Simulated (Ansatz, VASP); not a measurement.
## Cross-check of BAs between VASP and Ansatz

Aim: how closely do two programs agree when they are given the same cell, functional and k mesh?

Program: Ansatz 0.2.0. Level of theory: plane waves, with VASP 6.6.1 beside it; band structure at PBE and single point at PBE. Results are calculated unless marked as measured.

## 1. Starting point

The structure is cubic, space group F-43m (No. 216). The conventional cell has a = 4.777 Å, b = 4.777 Å, c = 4.777 Å, α = 90.00°, β = 90.00°, γ = 90.00°. Nearest to As lie 4 B at 2.07 Å. Nearest to B lie 4 As at 2.07 Å. Farther neighbours are not listed.

Structure file:

```cif
data_structure
_symmetry_space_group_name_H-M 'F-43m'
_symmetry_Int_Tables_number 216
_cell_length_a 4.7770
_cell_length_b 4.7770
_cell_length_c 4.7770
_cell_angle_alpha 90.000
_cell_angle_beta 90.000
_cell_angle_gamma 90.000
_cell_volume 109.01
loop_
_atom_site_label
_atom_site_type_symbol
_atom_site_symmetry_multiplicity
_atom_site_Wyckoff_symbol
_atom_site_fract_x
_atom_site_fract_y
_atom_site_fract_z
_atom_site_occupancy
As1 As 4 c 0.25000 0.25000 0.25000 1
B1 B 4 a 0.00000 0.00000 0.00000 1
```

## 2. VASP: band structure, PBE

Levels along a path test the potential and the projectors away from the mesh points.

Lines of VASP's logs that name or quote its potential files are left out, and so is its time.

Input file INCAR:

```
SYSTEM = BAs
PREC = Accurate
ENCUT = 340
EDIFF = 1E-08
NELM = 100
ISMEAR = 0
SIGMA = 0.01
LREAL = .FALSE.
ALGO = Normal
GGA = PE
NBANDS = 10
LORBIT = 11
LWAVE = .TRUE.
LCHARG = .FALSE.
KPAR = 8
```

Input file POSCAR:

```
BAs
1.0
    0.0000000000      2.3885000000      2.3885000000
    2.3885000000      0.0000000000      2.3885000000
    2.3885000000      2.3885000000      0.0000000000
As B
1 1
Direct
    0.7500000000      0.7500000000      0.7500000000
    0.0000000000      0.0000000000      0.0000000000
```

Input file KPOINTS:

```
Automatic mesh
0
Gamma
6 6 6
0 0 0
```

Input file KPOINTS_OPT:

```
Line mode
12
Line-mode
Reciprocal
  0.00000000   0.00000000   0.00000000 GAMMA
  0.50000000   0.00000000   0.50000000 X

  0.50000000   0.00000000   0.50000000 X
  0.50000000   0.25000000   0.75000000 W

  0.50000000   0.25000000   0.75000000 W
  0.37500000   0.37500000   0.75000000 K

  0.37500000   0.37500000   0.75000000 K
  0.00000000   0.00000000   0.00000000 GAMMA

  0.00000000   0.00000000   0.00000000 GAMMA
  0.50000000   0.50000000   0.50000000 L

  0.50000000   0.50000000   0.50000000 L
  0.62500000   0.25000000   0.62500000 U

  0.62500000   0.25000000   0.62500000 U
  0.50000000   0.25000000   0.75000000 W

  0.50000000   0.25000000   0.75000000 W
  0.50000000   0.50000000   0.50000000 L

  0.50000000   0.50000000   0.50000000 L
  0.37500000   0.37500000   0.75000000 K

  0.62500000   0.25000000   0.62500000 U
  0.50000000   0.00000000   0.50000000 X
```

Potentials, in the order of the species: As_GW and B_GW (PBE family, release 64).

The run is started by

```bash
mpirun -np 8 vasp_std
```

Numbers of over 12 decimals in the logs are rounded to 6 here.

The log of the run:

```text
[banner, memory and clock lines left out]
running    8 mpi-ranks, on    1 nodes
 distrk:  each k-point on    1 cores,    8 groups
 distr:  one band on    1 cores,    1 groups

 POSCAR found type information on POSCAR AsB
 POSCAR found :  2 types and       2 ions
|                                                                             |
|           W    W    AA    RRRRR   N    N  II  N    N   GGGG   !!!           |
|           W    W   A  A   R    R  NN   N  II  NN   N  G    G  !!!           |
|           W    W  A    A  R    R  N N  N  II  N N  N  G       !!!           |
|           W WW W  AAAAAA  RRRRR   N  N N  II  N  N N  G  GGG   !            |
|           WW  WW  A    A  R   R   N   NN  II  N   NN  G    G                |
|           W    W  A    A  R    R  N    N  II  N    N   GGGG   !!!           |
|                                                                             |
|     For optimal performance we recommend to set                             |
|       NCORE = 2 up to number-of-cores-per-socket                            |
|     NCORE specifies how many cores store one orbital (NPAR=cpu/NCORE).      |
|     This setting can greatly improve the performance of VASP for DFT.       |
|     The default, NCORE=1 might be grossly inefficient on modern             |
|     multi-core architectures or massively parallel machines. Do your        |
|     Unfortunately you need to use the default for GW and RPA                |
|     calculations (for HF NCORE is supported but not extensively tested      |
|     yet).                                                                   |
|                                                                             |

 LDA part: xc-table for (Slater+PW92), standard interpolation
 POSCAR, INCAR and KPOINTS ok, starting setup
 FFT: planning ... GRIDC
 FFT: planning ... GRID_SOFT
 FFT: planning ... GRID
 WAVECAR not read
 entering main loop
       N       E                     dE             d eps       ncg     rms          rms(c)
DAV:   1     0.913930403917E+01    0.91393E+01   -0.32924E+03   320   0.572E+02
DAV:   2    -0.114425719776E+02   -0.20582E+02   -0.19954E+02   466   0.104E+02
DAV:   3    -0.120436112829E+02   -0.60104E+00   -0.59968E+00   400   0.166E+01
DAV:   4    -0.120498652068E+02   -0.62539E-02   -0.62533E-02   430   0.192E+00
DAV:   5    -0.120499627559E+02   -0.97549E-04   -0.97548E-04   420   0.162E-01    0.403E+00
DAV:   6    -0.114470251741E+02    0.60294E+00   -0.17901E+00   482   0.692E+00    0.170E+00
DAV:   7    -0.113880747739E+02    0.58950E-01   -0.17528E-01   416   0.230E+00    0.739E-01
DAV:   8    -0.113807879027E+02    0.72869E-02   -0.20084E-02   368   0.906E-01    0.773E-02
DAV:   9    -0.113811695321E+02   -0.38163E-03   -0.62901E-04   386   0.166E-01    0.416E-02
DAV:  10    -0.113813022495E+02   -0.13272E-03   -0.19833E-04   366   0.983E-02    0.867E-03
DAV:  11    -0.113813013896E+02    0.85989E-06   -0.74070E-06   386   0.157E-02    0.422E-03
DAV:  12    -0.113813019792E+02   -0.58960E-06   -0.20469E-06   360   0.997E-03    0.608E-04
DAV:  13    -0.113813019659E+02    0.13310E-07   -0.57644E-08   404   0.167E-03    0.300E-04
DAV:  14    -0.113813020964E+02   -0.13045E-06   -0.12069E-08   284   0.587E-04    0.732E-05
DAV:  15    -0.113813020800E+02    0.16347E-07   -0.13570E-09   222   0.250E-04    0.321E-05
DAV:  16    -0.113813020637E+02    0.16322E-07   -0.20341E-10   212   0.113E-04    0.532E-06
DAV:  17    -0.113813020623E+02    0.13398E-08   -0.17785E-11   214   0.386E-05
   1 F= -.11381302E+02 E0= -.11381302E+02  d E =-.493099E-57
 Start KPOINTS_OPT (optional k-point list driver)
k-point batch [1-16\120]
       N       E                     dE             ncg
DAV:   1     0.359336379113E+03   -0.25192E+04      320
DAV:   2     0.297723750915E+02   -0.32956E+03      520
DAV:   3     0.223339614335E+02   -0.74384E+01      404
DAV:   4     0.222830842862E+02   -0.50877E-01      432
DAV:   5     0.222819399874E+02   -0.11443E-02      394
DAV:   6     0.222819285413E+02   -0.11446E-04      460
DAV:   7     0.222819282128E+02   -0.32847E-06      396
DAV:   8     0.222819282009E+02   -0.11907E-07      452
DAV:   9     0.222819282009E+02   -0.54744E-10      340
[...]
k-point batch [113-120\120]
       N       E                     dE             ncg
DAV:   1     0.227200073114E+04   -0.22101E+04      160
DAV:   2     0.213914527882E+04   -0.13286E+03      272
DAV:   3     0.213686670084E+04   -0.22786E+01      226
DAV:   4     0.213686068365E+04   -0.60172E-02      208
DAV:   5     0.213686064876E+04   -0.34898E-04      258
DAV:   6     0.213686064869E+04   -0.67997E-07      224
DAV:   7     0.213686064869E+04   -0.41473E-09      236
 writing wavefunctions
```

From OUTCAR (step 2):

```text
ion  position               nearest neighbor table
   1  0.750  0.750  0.750-   2 2.07   2 2.07   2 2.07   2 2.07
   2  0.000  0.000  0.000-   1 2.07   1 2.07   1 2.07   1 2.07

  LATTYP: Found a face centered cubic cell.
 ALAT       =     4.7770000000

 Subroutine GETGRP returns: Found 24 space group operations
 (whereof 24 operations were pure point group operations)

The static configuration has the point symmetry T_d .

 Found     16 irreducible k-points:

   k-points           NKPTS =     16   k-points in BZ     NKDIM =     16   number of bands    NBANDS=     10

   dimension x,y,z NGX =    20 NGY =   20 NGZ =   20
   dimension x,y,z NGXF=    40 NGYF=   40 NGZF=   40

   ENCUT  =  340.0 eV  24.99 Ry    5.00 a.u.   5.08  5.08  5.08*2*pi/ulx,y,z

   NELECT =       8.0000    total number of electrons

 k-points in reciprocal lattice and weights: Automatic mesh
   0.00000000  0.00000000  0.00000000       0.005
   0.16666667  0.00000000  0.00000000       0.037
   0.33333333  0.00000000  0.00000000       0.037
   0.50000000  0.00000000  0.00000000       0.019
   0.16666667  0.16666667  0.00000000       0.028
   0.33333333  0.16666667  0.00000000       0.111
   0.50000000  0.16666667  0.00000000       0.111
  -0.33333333  0.16666667  0.00000000       0.111
  -0.16666667  0.16666667  0.00000000       0.056
[...]
-0.33333333  0.33333333  0.16666667       0.111
  -0.33333333  0.50000000  0.16666667       0.056

 average (electrostatic) potential at core
       1 -48.7402       2 -26.7438

 E-fermi :   6.2850

 k-point     1 :       0.0000    0.0000    0.0000
  band No.  band energies     occupation
      1      -9.2365      2.00000
      2       6.1743      2.00000
      3       6.1743      2.00000
      4       6.1743      2.00000
      5       9.4405      0.00000
      6       9.4405      0.00000
      7       9.4405      0.00000
      8      10.8291      0.00000
      9      15.7380      0.00000
    ...

 k-point     2 :       0.1667    0.0000    0.0000
  band No.  band energies     occupation
      1      -8.7832      2.00000
      2       3.2123      2.00000
      3       5.4914      2.00000
      4       5.4914      2.00000
      5       9.4592      0.00000
      6      10.3277      0.00000
      7      10.3277      0.00000
      8      12.8060      0.00000
      9      17.1582      0.00000
    ...

 k-point     3 :       0.3333    0.0000    0.0000
  band No.  band energies     occupation
      1      -7.5163      2.00000
      2      -0.5728      2.00000
      3       4.6567      2.00000
      4       4.6567      2.00000
      5       9.0191      0.00000
      6      10.9931      0.00000
      7      10.9931      0.00000
      8      14.8480      0.00000
      9      17.6522      0.00000
    ...

  Total        0.4972311      0.4972311      0.4972311     -0.0000000      0.0000000     -0.0000000
  in kB       29.2323110     29.2323110     29.2323110     -0.0000000      0.0000000     -0.0000000
  external PRESSURE =      29.2323110 kB  Pullay stress =       0.0000000 kB

  energy-cutoff  :      340.00
  volume of cell :       27.25
      direct lattice vectors                 reciprocal lattice vectors
     0.000000000  2.388500000  2.388500000    -0.209336404  0.209336404  0.209336404
     2.388500000  0.000000000  2.388500000     0.209336404 -0.209336404  0.209336404
     2.388500000  2.388500000  0.000000000     0.209336404  0.209336404 -0.209336404

 POSITION                                       TOTAL-FORCE (eV/Angst)
 -----------------------------------------------------------------------------------
      3.58275      3.58275      3.58275        -0.000000      0.000000      0.000000
      0.00000      0.00000      0.00000         0.000000     -0.000000     -0.000000
 -----------------------------------------------------------------------------------
    total drift:                               -0.000001     -0.000001     -0.000000

  FREE ENERGIE OF THE ION-ELECTRON SYSTEM (eV)
  ---------------------------------------------------
  free  energy   TOTEN  =       -11.3813020623 eV

  energy  without entropy=      -11.3813020623  energy(sigma->0) =      -11.38130206

 total charge
# of ion       s       p       d       tot
------------------------------------------
    1        1.150   1.627   0.088   2.865
    2        0.635   1.125   0.000   1.760
--------------------------------------------------
tot          1.785   2.752   0.088   4.625

[... 3 further parts left out ...]
```

The run ends at a pressure of 2.92 GPa.

## 3. Ansatz: band structure, PBE

Ansatz runs on its default PAW (the set named soft_2) files.

The same cell, functional, mesh and smearing now go to Ansatz, which takes its cutoff from its data sets.

Input file input.yaml:

```yaml
crystal:
  lattice:
    - [0.0, 2.3885, 2.3885]
    - [2.3885, 0.0, 2.3885]
    - [2.3885, 2.3885, 0.0]
  atoms:
    - { symbol: As, position: [0.75, 0.75, 0.75] }
    - { symbol: B, position: [0.0, 0.0, 0.0] }
hamiltonian:
  xc: pbe
  pseudopotentials: { kind: paw }
kpoints:
  mp_grid: { grid: [6, 6, 6] }
  band_path:
    path:
      - [0.0, 0.0, 0.0]
      - [0.18182, 0.0, 0.18182]
      - [0.36364, 0.0, 0.36364]
      - [0.40909, 0.0, 0.40909]
      - [0.5, 0.0, 0.5]
      - [0.5, 0.09091, 0.59091]
      - [0.5, 0.18182, 0.68182]
      - [0.5, 0.25, 0.75]
      - [0.45455, 0.29545, 0.75]
      - [0.40909, 0.34091, 0.75]
      - [0.375, 0.375, 0.75]
      - [0.20455, 0.20455, 0.40909]
      - [0.06818, 0.06818, 0.13636]
      - [0.04545, 0.04545, 0.04545]
      - [0.22727, 0.22727, 0.22727]
      - [0.40909, 0.40909, 0.40909]
      - [0.51136, 0.47727, 0.51136]
      - [0.55682, 0.38636, 0.55682]
      - [0.60227, 0.29545, 0.60227]
      - [0.61364, 0.25, 0.63636]
      - [0.56818, 0.25, 0.68182]
      - [0.51136, 0.25, 0.73864]
      - [0.5, 0.29545, 0.70455]
      - [0.5, 0.38636, 0.61364]
      - [0.5, 0.47727, 0.52273]
      - [0.47727, 0.47727, 0.54545]
      - [0.43182, 0.43182, 0.63636]
      - [0.38636, 0.38636, 0.72727]
      - [0.60227, 0.20455, 0.60227]
      - [0.55682, 0.11364, 0.55682]
      - [0.5, 0.0, 0.5]
    npoints: 1
scf:
  occupations: { method: gaussian, width: 0.01 }
  n_extra_bands: 7
output:
  forces: true
  stress: true
  eigenvalues: true
  write_density: true
  write_potential: true
  elf: true
  volumetric_format: npy
```

The run is started by

```bash
ansatz run input.yaml --threads 2 --pin off --max-ram 4608MiB --backend cpu --events-out ev --progress --plain --runs-dir out
```

The log of the run:

```text
scf.n_extra_bands = 7 over 9 filled bands (N_el = 18.0): the run solves 16 bands
Engine: ansatz 0.2.0, aarch64-unknown-linux-gnu
Pseudopotentials: kind: paw
Pseudopotential: As, paw, valence charge 15, recommended cutoff 420 eV (normal), As.paw.azcp
Pseudopotential: B, paw, valence charge 3, recommended cutoff 420 eV (normal), B.paw.azcp
Functional definition: PBE
  parameter kappa = 0.804
  parameter beta = 0.066725
  exchange = pbe_x(kappa = kappa, mu = beta*pi^2/3)
  correlation = pbe_c(beta = beta)
Crystal: 2 atoms, lattice volume = 27.252 Å³
Basis set: ecut = 420 eV, 531 PW (Γ), exchange–correlation on 48×48×48 points (8 copies of the dense FFT grid, shifted against one another)
Bands: 16, of which v1, the nominal top of the filled ones, is band 9 counted from 1 (8 counted from 0)
Symmetry: 24 space group operations
Space group: F-43m (ITA 216), of the structure as read, at distance tolerance 3.0e-5 Å
k-points: 16 of 216 (time reversal used)
Non-local potential: As, projectors of the file, l = 0: 2, l = 1: 2, l = 2: 3, l = 3: 1
Non-local potential: B, projectors of the file, l = 0: 2, l = 1: 2, l = 2: 1
PAW form: soft (Blöchl's): semilocal exchange-correlation on the pseudo side does not see the compensation charge
PAW one-centre angular grid: As, 590 points (default); XC on 64 Gauss nodes
PAW one-centre angular grid: B, 110 points (default); XC on 64 Gauss nodes
Initial density: superposition of atomic densities (neutral atoms: chi_scale 0, normalization atom), corrected by the library's trained network
Initial wavefunctions: pseudopotential atomic-orbital guess
Functional: x = pbe(κ = 0.804, μ = 0.219515), c = pbe(β = 0.066725)
SCF iter   1: F=—  HF=-5012.081499 eV  |F-HF|=—  |Δ(HF+E_count)|=         —  Δρ=8.62e-4  dr2=1.48e-4  ethr=1.77e-3  ⟨swp⟩=6.0  Hψ=1412  notcnv=0
preconditioner: auto → none  [insulator: Δε(μ)=1.284 eV  Ē_g=15.649 eV  σ=0.010 eV  W_gap=1.00  n_scr=8 (ndim 8)  ℏωp=20.1 eV  f_vac=0.001  D(μ)=0.00/eV (n_scr^D=0)  ε∞_Penn≈2.7]
SCF iter   2: F=—  HF=-5012.081548 eV  |F-HF|=—  |Δ(HF+E_count)|=   4.97e-5  Δρ=5.41e-4  dr2=6.21e-5  ethr=8.24e-7  ⟨swp⟩=2.4  Hψ=590  notcnv=0  defer=40
SCF iter   3: F=—  HF=-5012.081565 eV  |F-HF|=—  |Δ(HF+E_count)|=   1.69e-5  Δρ=2.66e-4  dr2=9.20e-6  ethr=3.45e-7  ⟨swp⟩=2.2  Hψ=359  notcnv=0  defer=40
SCF iter   4: F=—  HF=-5012.081585 eV  |F-HF|=—  |Δ(HF+E_count)|=   1.96e-5  Δρ=7.10e-5  dr2=1.33e-6  ethr=5.11e-8  ⟨swp⟩=2.8  Hψ=363  notcnv=0  defer=40
SCF iter   5: F=—  HF=-5012.081585 eV  |F-HF|=—  |Δ(HF+E_count)|=   6.96e-7  Δρ=2.78e-5  dr2=2.55e-7  ethr=7.38e-9  ⟨swp⟩=2.0  Hψ=358  notcnv=0  defer=40
SCF iter   6: F=-5012.081585 eV  HF=-5012.081585 eV  |F-HF|=6.04e-9  |Δ(HF+E_count)|=   4.25e-8  Δρ=7.59e-6  dr2=1.21e-8  ethr=5.56e-10  ⟨swp⟩=10.0  Hψ=1487  notcnv=0
SCF 1 converged in 6 iterations: F = -5012.081585 eV  dr2 = 1.21e-8
  greatest PAW one-centre occupation: 0.999 electrons in one spin orbital (limit 2), on the As atom at site 0 (counted from 0), in its partial waves of l = 2
NSCF: frozen V_eff on 31 k-points
SCF converged after 6 iterations
Free energy (F): -5012.081585 eV
Harris-Foulkes:  -5012.081585 eV  (|F-HF|=6.04e-9)
Internal energy: -5012.081585 eV  (E = F + TS)
E sigma→0 (E₀):  -5012.081585 eV
Fermi energy:    11.772100 eV
--- Per-component energies (eV) ---
  E_band       = -210.162509
  E_kinetic    = 152.187343
  E_local      = -1694.075191  (includes V_loc(G=0)·N_el)
  E_nonlocal   = -657.823564
  E_hartree    = 940.157128
  E_xc         = -111.435062
  E_vxc        = -117.669119  (∫ρ·V_xc dr)
  E_paw        = -1915.317250  (= ΣΔE_a)
  E_vpaw       = 226.907217  (= ΣTr[D̂ρ^β])
  E_aug_tail   = 0.000007  (compensation charges beyond the density's cutoff)
  E_ewald      = -1725.774997
  E_smearing   = -0.000000  (= −TS)
  E_closure    = 0.000000  (closes the sum)
  Σ components = -5012.081585   (vs F -5012.081585, Δ=0.00e0)
--- Forces (eV/Å), atoms counted from 1 ---
  atom   1  As    -0.00000000     0.00000000     0.00000000
  atom   2  B     -0.00000000     0.00000000    -0.00000000
  max |Σ_I F_I| component: 6.67e-16 eV/Å
--- Stress (GPa, compression-positive) ---
        2.808258      -0.000000      -0.000000
        0.000000       2.808258       0.000000
       -0.000000       0.000000       2.808258
  P = ⅓ Tr σ = 2.8083 GPa (28.083 kbar)
--- Band table (eV; the first three rows and the last of 16) ---
  k-point 0: bands = [... 5 lower, -4.2734, 11.1319, 11.1319, 11.1319, 14.4102, 14.4102, 14.4102, 15.8058, ... 3 higher]
  k-point 1: bands = [... 5 lower, -3.8204, 8.1749, 10.4508, 10.4508, 14.4318, 15.2984, 15.2984, 17.7796, ... 3 higher]
  k-point 2: bands = [... 5 lower, -2.5542, 4.3959, 9.6171, 9.6171, 13.9926, 15.9691, 15.9691, 19.8275, ... 3 higher]
  k-point 15: bands = [... 5 lower, 0.0262, 2.9360, 5.9840, 6.1810, 14.9163, 15.1259, 19.8006, 20.0341, ... 3 higher]
```

It took 0.85 s on 2 threads of Arm Neoverse V2, shared host; peak memory 0.38 GiB.

The column dr2 measures how far the density is from self-consistency, as an energy; F and HF (Harris–Foulkes) agree once it is small.

(Continued in part 2 of 2.)

[Lines on the potential files, build, host, timing and source positions are cut from VASP's logs without a mark.]

[Logs are printed without paths, hosts, clocks, repeated set-up lines and the standing remarks that a program may print on its own settings, such as how far it seeks lower states.]

[Hosts, paths, dates, database ids (printed as entryN), source tags and the programs' standing remarks are cut or masked in the printed files.]
